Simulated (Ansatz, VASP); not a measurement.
# One calculation of KF, two programs

The input INCAR:

```
  ALGO = Normal
  EDIFF = 1E-6
  ENCUT = 520
  GGA = PE
  ISIF = 2
  ISMEAR = 0
  LASPH = True
  LCHARG = True
  LELF = True
  LREAL = False
  LVHAR = True
  LWAVE = False
  NBANDS = 15
  NELM = 60
  PREC = Accurate
  SIGMA = 0.05
```

KPOINTS

```
k-points
0
Gamma
  10 10 10
```

File POSCAR:

```
KF
1.0
    3.3844209231      0.0000000000      0.0000000000
    0.0000000000      3.3844209231      0.0000000000
    0.0000000000      0.0000000000      3.3844209231
K F
1 1
Direct
    0.0000000000      0.0000000000      0.0000000000
    0.5000000000      0.5000000000      0.5000000000
```

Input for Ansatz:

```yaml
crystal:
  lattice:
    - [3.3844209231, 0.0, 0.0]
    - [0.0, 3.3844209231, 0.0]
    - [0.0, 0.0, 3.3844209231]
  atoms:
    - { symbol: K, position: [0.0, 0.0, 0.0] }
    - { symbol: F, position: [0.5, 0.5, 0.5] }
basis:
  ecutwfc: 420
  fft_grid_basis: typed
kpoints:
  mp_grid: { grid: [10, 10, 10] }
hamiltonian:
  xc: pbe
  pseudopotentials: { kind: paw }
scf:
  occupations: { method: gaussian, width: 0.05 }
output:
  forces: true
  stress: true
  eigenvalues: true
  bader: true
  write_density: true
  volumetric_format: npy
  elf: true
```

The cell comes from a database or a generator and needn't be the stable form of this composition.

Alike in both runs: task single point; functional PBE; k mesh 10 × 10 × 10; occupations gaussian, width 0.05 eV; no spin polarisation.

```csv
,VASP,Ansatz
version,VASP 6.6.1,Ansatz 0.2.0
potentials or method,"VASP PAW PBE potentials, release 64 (K_sv, F)","scalar-relativistic, plane waves, PAW"
plane-wave cutoff (eV),520,420
valence electrons in the cell,16,16
```

|  | VASP | Ansatz | Ansatz less VASP |
| --- | --- | --- | --- |
| gap on the k mesh at the Fermi level (eV) | 5.54 | 5.56 | +0.013 |
| pressure (GPa) | -2.9 | -2.9 | +0.06 |

A k mesh can miss the band edges. As with any semilocal functional, this PBE gap is likely too small.
